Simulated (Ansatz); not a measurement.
C: deformation potentials from a series

```
CELL_PARAMETERS angstrom
0.00000 1.78340 1.78340
1.78340 0.00000 1.78340
1.78340 1.78340 0.00000
ATOMIC_POSITIONS crystal
C 0.50000 0.50000 0.50000
C 0.75000 0.75000 0.75000
```

Atom numbers follow the list: C1, C2.

The cell is COD entry 9008564, as deposited and not checked against the literature; nothing was relaxed.

Method: DFT, PBE, all-electron LAPW, scalar-relativistic in Ansatz 0.2.0.

Sampling and basis: a Γ-centred 20×20×20 k mesh, Fermi–Dirac smearing of 0.08 eV, basis error target 0.5 meV/atom, no spin polarisation.

The strain is applied along the Cartesian axes of the cell as listed (γ is the engineering shear, twice εxy = εyz = εzx). Fractional coordinates are held (clamped ions).

Only quantities that a quadratic follows smoothly over the whole series are listed; rougher ones are left out.

```csv
γ,singlet less doublet of the top filled triplet at Γ (eV)
-0.0300,-0.064
-0.0200,-0.026
-0.0100,-0.004
0.0000,0.000
0.0100,-0.013
0.0300,-0.090
```

Fit the series and give the slopes at zero strain.

Least-squares fits y = p0 + p1 x + p2 x² to the rows give singlet less doublet of the top filled triplet at Γ (eV): p1 = -0.431, p2 = -86. These are clamped-ion slopes; letting the atoms relax inside the sheared cell changes them.

One run, at γ = 0.0200, is withheld. Predict its row.

The fits give -0.043; the run gave -0.043.
